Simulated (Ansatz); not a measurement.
## Bands of Ca

```xyz
4
Lattice="3.4630 -3.6695 0.0000 3.4630 3.6695 0.0000 0.0000 0.0000 7.0091" Properties=species:S:1:pos:R:3 pbc="T T T"
Ca    3.4630    2.4821    1.3774
Ca    3.4630   -2.4821    5.6317
Ca    3.4630    1.1874    4.8820
Ca    3.4630   -1.1874    2.1272
```

Atom numbers follow the list: Ca1, Ca2, Ca3, Ca4.

Structure from Materials Project entry mp-1067285 (possibly hypothetical), not relaxed further.

All numbers below come from DFT, PBE, all-electron LAPW, scalar-relativistic (Ansatz 0.2.0).

Sampling and basis: a Γ-centred 7×7×5 k mesh, Fermi–Dirac smearing of 0.03 eV, basis error target 1 meV/atom, no spin polarisation.

Points in fractions of the reciprocal vectors of this cell: Γ (0, 0, 0), Y (-0.5, 0.5, 0), C0 (-0.473, 0.527, 0), Σ0 (0.473, 0.473, 0), Z (0, 0, 0.5), A0 (0.473, 0.473, 0.5), E0 (-0.473, 0.527, 0.5), T (-0.5, 0.5, 0.5). The path joins them by straight lines in the order Γ–Y–C0–Σ0–Γ–Z–A0–E0–T; legs that retrace an earlier one aren't tabulated. Energies are in eV from the Fermi level.

**Question.** Metal or insulator at this level of theory?

**Answer.** No gap opens: metallic or semimetallic.

**Question.** Tabulate bands 16 to 22, counted from the lowest band of the run, along the path.

**Answer.** 
```json
{"k (1/Å)": "0.00", "point": "Γ", "band 16": "-23.10", "band 17": "-3.83", "band 18": "-1.15", "band 19": "-0.56", "band 20": "-0.07", "band 21": "0.36", "band 22": "0.95"}
{"k (1/Å)": "0.12", "point": "", "band 16": "-23.10", "band 17": "-3.77", "band 18": "-1.09", "band 19": "-0.54", "band 20": "-0.12", "band 21": "0.44", "band 22": "0.76"}
{"k (1/Å)": "0.24", "point": "", "band 16": "-23.09", "band 17": "-3.57", "band 18": "-0.90", "band 19": "-0.48", "band 20": "-0.20", "band 21": "0.35", "band 22": "0.63"}
{"k (1/Å)": "0.37", "point": "", "band 16": "-23.09", "band 17": "-3.26", "band 18": "-0.61", "band 19": "-0.39", "band 20": "-0.28", "band 21": "-0.10", "band 22": "0.53"}
{"k (1/Å)": "0.49", "point": "", "band 16": "-23.09", "band 17": "-2.83", "band 18": "-0.55", "band 19": "-0.35", "band 20": "-0.23", "band 21": "-0.22", "band 22": "0.29"}
{"k (1/Å)": "0.61", "point": "", "band 16": "-23.09", "band 17": "-2.31", "band 18": "-0.87", "band 19": "-0.39", "band 20": "-0.06", "band 21": "0.07", "band 22": "0.11"}
{"k (1/Å)": "0.73", "point": "", "band 16": "-23.09", "band 17": "-1.73", "band 18": "-1.08", "band 19": "-0.42", "band 20": "-0.40", "band 21": "0.00", "band 22": "0.11"}
{"k (1/Å)": "0.86", "point": "Y", "band 16": "-23.09", "band 17": "-1.26", "band 18": "-1.15", "band 19": "-0.87", "band 20": "-0.43", "band 21": "-0.04", "band 22": "0.19"}
{"k (1/Å)": "0.86", "point": "", "band 16": "-23.09", "band 17": "-1.26", "band 18": "-1.15", "band 19": "-0.87", "band 20": "-0.43", "band 21": "-0.04", "band 22": "0.19"}
{"k (1/Å)": "0.87", "point": "", "band 16": "-23.09", "band 17": "-1.26", "band 18": "-1.16", "band 19": "-0.87", "band 20": "-0.42", "band 21": "-0.04", "band 22": "0.20"}
{"k (1/Å)": "0.88", "point": "", "band 16": "-23.09", "band 17": "-1.26", "band 18": "-1.17", "band 19": "-0.87", "band 20": "-0.41", "band 21": "-0.04", "band 22": "0.20"}
{"k (1/Å)": "0.88", "point": "", "band 16": "-23.09", "band 17": "-1.25", "band 18": "-1.18", "band 19": "-0.87", "band 20": "-0.40", "band 21": "-0.04", "band 22": "0.20"}
{"k (1/Å)": "0.89", "point": "", "band 16": "-23.09", "band 17": "-1.25", "band 18": "-1.20", "band 19": "-0.86", "band 20": "-0.38", "band 21": "-0.04", "band 22": "0.20"}
{"k (1/Å)": "0.90", "point": "", "band 16": "-23.09", "band 17": "-1.25", "band 18": "-1.21", "band 19": "-0.86", "band 20": "-0.37", "band 21": "-0.04", "band 22": "0.20"}
{"k (1/Å)": "0.91", "point": "C0", "band 16": "-23.09", "band 17": "-1.25", "band 18": "-1.24", "band 19": "-0.86", "band 20": "-0.34", "band 21": "-0.05", "band 22": "0.20"}
{"k (1/Å)": "1.07", "point": "", "band 16": "-23.10", "band 17": "-1.67", "band 18": "-1.63", "band 19": "-0.33", "band 20": "-0.08", "band 21": "0.10", "band 22": "0.19"}
{"k (1/Å)": "1.24", "point": "", "band 16": "-23.11", "band 17": "-2.03", "band 18": "-2.02", "band 19": "-0.14", "band 20": "-0.01", "band 21": "0.20", "band 22": "0.41"}
{"k (1/Å)": "1.41", "point": "", "band 16": "-23.12", "band 17": "-2.23", "band 18": "-2.22", "band 19": "-0.19", "band 20": "-0.15", "band 21": "0.29", "band 22": "0.33"}
{"k (1/Å)": "1.58", "point": "", "band 16": "-23.12", "band 17": "-2.23", "band 18": "-2.22", "band 19": "-0.19", "band 20": "-0.15", "band 21": "0.29", "band 22": "0.33"}
{"k (1/Å)": "1.75", "point": "", "band 16": "-23.11", "band 17": "-2.03", "band 18": "-2.02", "band 19": "-0.14", "band 20": "-0.01", "band 21": "0.20", "band 22": "0.41"}
{"k (1/Å)": "1.91", "point": "", "band 16": "-23.10", "band 17": "-1.67", "band 18": "-1.63", "band 19": "-0.33", "band 20": "-0.08", "band 21": "0.10", "band 22": "0.19"}
{"k (1/Å)": "2.08", "point": "Σ0", "band 16": "-23.09", "band 17": "-1.25", "band 18": "-1.24", "band 19": "-0.86", "band 20": "-0.34", "band 21": "-0.05", "band 22": "0.20"}
{"k (1/Å)": "2.21", "point": "", "band 16": "-23.10", "band 17": "-1.76", "band 18": "-1.14", "band 19": "-0.80", "band 20": "-0.11", "band 21": "0.13", "band 22": "0.27"}
{"k (1/Å)": "2.33", "point": "", "band 16": "-23.10", "band 17": "-2.33", "band 18": "-0.93", "band 19": "-0.68", "band 20": "-0.22", "band 21": "0.16", "band 22": "0.35"}
{"k (1/Å)": "2.45", "point": "", "band 16": "-23.11", "band 17": "-2.84", "band 18": "-0.65", "band 19": "-0.53", "band 20": "-0.33", "band 21": "-0.25", "band 22": "0.53"}
{"k (1/Å)": "2.57", "point": "", "band 16": "-23.11", "band 17": "-3.26", "band 18": "-0.62", "band 19": "-0.43", "band 20": "-0.36", "band 21": "-0.33", "band 22": "0.74"}
{"k (1/Å)": "2.70", "point": "", "band 16": "-23.11", "band 17": "-3.57", "band 18": "-0.91", "band 19": "-0.50", "band 20": "-0.22", "band 21": "-0.02", "band 22": "0.93"}
{"k (1/Å)": "2.82", "point": "", "band 16": "-23.10", "band 17": "-3.77", "band 18": "-1.09", "band 19": "-0.55", "band 20": "-0.11", "band 21": "0.24", "band 22": "0.99"}
{"k (1/Å)": "2.94", "point": "Γ", "band 16": "-23.10", "band 17": "-3.83", "band 18": "-1.15", "band 19": "-0.56", "band 20": "-0.07", "band 21": "0.36", "band 22": "0.95"}
{"k (1/Å)": "3.00", "point": "", "band 16": "-23.10", "band 17": "-3.81", "band 18": "-1.30", "band 19": "-0.42", "band 20": "-0.07", "band 21": "0.35", "band 22": "0.90"}
{"k (1/Å)": "3.07", "point": "", "band 16": "-23.10", "band 17": "-3.76", "band 18": "-1.58", "band 19": "-0.16", "band 20": "-0.08", "band 21": "0.31", "band 22": "0.83"}
{"k (1/Å)": "3.13", "point": "", "band 16": "-23.10", "band 17": "-3.67", "band 18": "-1.88", "band 19": "-0.08", "band 20": "0.10", "band 21": "0.25", "band 22": "0.78"}
{"k (1/Å)": "3.20", "point": "", "band 16": "-23.10", "band 17": "-3.55", "band 18": "-2.19", "band 19": "-0.07", "band 20": "0.18", "band 21": "0.33", "band 22": "0.74"}
{"k (1/Å)": "3.26", "point": "", "band 16": "-23.10", "band 17": "-3.39", "band 18": "-2.47", "band 19": "-0.06", "band 20": "0.11", "band 21": "0.50", "band 22": "0.71"}
{"k (1/Å)": "3.32", "point": "", "band 16": "-23.10", "band 17": "-3.20", "band 18": "-2.74", "band 19": "-0.04", "band 20": "0.05", "band 21": "0.62", "band 22": "0.69"}
{"k (1/Å)": "3.39", "point": "Z", "band 16": "-23.10", "band 17": "-2.98", "band 18": "-2.98", "band 19": "0.00", "band 20": "0.00", "band 21": "0.67", "band 22": "0.67"}
{"k (1/Å)": "3.51", "point": "", "band 16": "-23.11", "band 17": "-2.92", "band 18": "-2.92", "band 19": "-0.01", "band 20": "-0.01", "band 21": "0.63", "band 22": "0.63"}
{"k (1/Å)": "3.63", "point": "", "band 16": "-23.12", "band 17": "-2.74", "band 18": "-2.74", "band 19": "-0.04", "band 20": "-0.04", "band 21": "0.47", "band 22": "0.47"}
{"k (1/Å)": "3.76", "point": "", "band 16": "-23.13", "band 17": "-2.45", "band 18": "-2.45", "band 19": "-0.08", "band 20": "-0.08", "band 21": "0.19", "band 22": "0.19"}
{"k (1/Å)": "3.88", "point": "", "band 16": "-23.12", "band 17": "-2.06", "band 18": "-2.06", "band 19": "-0.16", "band 20": "-0.16", "band 21": "-0.10", "band 22": "-0.10"}
{"k (1/Å)": "4.00", "point": "", "band 16": "-23.12", "band 17": "-1.59", "band 18": "-1.59", "band 19": "-0.45", "band 20": "-0.45", "band 21": "-0.16", "band 22": "-0.16"}
{"k (1/Å)": "4.12", "point": "", "band 16": "-23.11", "band 17": "-1.07", "band 18": "-1.07", "band 19": "-0.66", "band 20": "-0.66", "band 21": "-0.19", "band 22": "-0.19"}
{"k (1/Å)": "4.25", "point": "A0", "band 16": "-23.09", "band 17": "-0.80", "band 18": "-0.80", "band 19": "-0.49", "band 20": "-0.49", "band 21": "-0.21", "band 22": "-0.21"}
{"k (1/Å)": "4.41", "point": "", "band 16": "-23.11", "band 17": "-1.08", "band 18": "-1.08", "band 19": "-0.92", "band 20": "-0.92", "band 21": "0.09", "band 22": "0.09"}
{"k (1/Å)": "4.58", "point": "", "band 16": "-23.12", "band 17": "-1.42", "band 18": "-1.42", "band 19": "-1.23", "band 20": "-1.23", "band 21": "0.47", "band 22": "0.47"}
{"k (1/Å)": "4.75", "point": "", "band 16": "-23.13", "band 17": "-1.62", "band 18": "-1.62", "band 19": "-1.40", "band 20": "-1.40", "band 21": "0.67", "band 22": "0.67"}
{"k (1/Å)": "4.92", "point": "", "band 16": "-23.13", "band 17": "-1.62", "band 18": "-1.62", "band 19": "-1.40", "band 20": "-1.40", "band 21": "0.67", "band 22": "0.67"}
{"k (1/Å)": "5.09", "point": "", "band 16": "-23.12", "band 17": "-1.42", "band 18": "-1.42", "band 19": "-1.23", "band 20": "-1.23", "band 21": "0.47", "band 22": "0.47"}
{"k (1/Å)": "5.26", "point": "", "band 16": "-23.11", "band 17": "-1.08", "band 18": "-1.08", "band 19": "-0.92", "band 20": "-0.92", "band 21": "0.09", "band 22": "0.09"}
{"k (1/Å)": "5.42", "point": "E0", "band 16": "-23.09", "band 17": "-0.80", "band 18": "-0.80", "band 19": "-0.49", "band 20": "-0.49", "band 21": "-0.21", "band 22": "-0.21"}
{"k (1/Å)": "5.43", "point": "", "band 16": "-23.09", "band 17": "-0.80", "band 18": "-0.80", "band 19": "-0.46", "band 20": "-0.46", "band 21": "-0.21", "band 22": "-0.21"}
{"k (1/Å)": "5.44", "point": "", "band 16": "-23.09", "band 17": "-0.80", "band 18": "-0.80", "band 19": "-0.43", "band 20": "-0.43", "band 21": "-0.21", "band 22": "-0.21"}
{"k (1/Å)": "5.44", "point": "", "band 16": "-23.09", "band 17": "-0.81", "band 18": "-0.81", "band 19": "-0.40", "band 20": "-0.40", "band 21": "-0.22", "band 22": "-0.22"}
{"k (1/Å)": "5.45", "point": "", "band 16": "-23.09", "band 17": "-0.81", "band 18": "-0.81", "band 19": "-0.37", "band 20": "-0.37", "band 21": "-0.22", "band 22": "-0.22"}
{"k (1/Å)": "5.46", "point": "", "band 16": "-23.09", "band 17": "-0.81", "band 18": "-0.81", "band 19": "-0.34", "band 20": "-0.34", "band 21": "-0.23", "band 22": "-0.23"}
{"k (1/Å)": "5.47", "point": "", "band 16": "-23.09", "band 17": "-0.81", "band 18": "-0.81", "band 19": "-0.31", "band 20": "-0.31", "band 21": "-0.25", "band 22": "-0.25"}
{"k (1/Å)": "5.47", "point": "T", "band 16": "-23.09", "band 17": "-0.81", "band 18": "-0.81", "band 19": "-0.28", "band 20": "-0.28", "band 21": "-0.27", "band 22": "-0.27"}
```
